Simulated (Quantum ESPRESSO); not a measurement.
Runs of Quantum ESPRESSO 7.5 on MgTe. The cell holds a slab with vacuum, 6 atoms: a = 4.571 Å, b = 4.571 Å, c = 23.397 Å, α = 90.00°, β = 90.00°, γ = 120.00°. 

| level | form of the LDA correlation | gap on the mesh (eV) | largest force (eV/Å) | work function (eV) |
| --- | --- | --- | --- | --- |
| PW91 | - | none | 0.82 | 2.55 |
| revPBE | - | none | 0.84 | 2.43 |
| PBEsol | - | none | 0.77 | (b) |
| LDA | PZ81 | none | (a) | (c) |
| RPBE | - | none | 0.85 | 2.44 |
| AM05 | - | none | 0.81 | 2.44 |

Alike in all rows: task work function; potentials or basis SG15 PBE 1.2; no spin polarisation; cell as given; k mesh 5 × 5 × 1; cutoff (eV) 952; smearing fermi-dirac 0.05 eV.

Task: Fill in the values left out.

Result: (a) 0.75; (b) 2.57; (c) 2.71.

Caveats: the potentials were made for another functional, which shifts forces and pressure.

A k mesh can miss the band edges, and the runs leave out spin-orbit coupling on Te.

A gap of «none» marks a metal or a gap under the smearing width.

Runs at the PBE level aren't shown here.
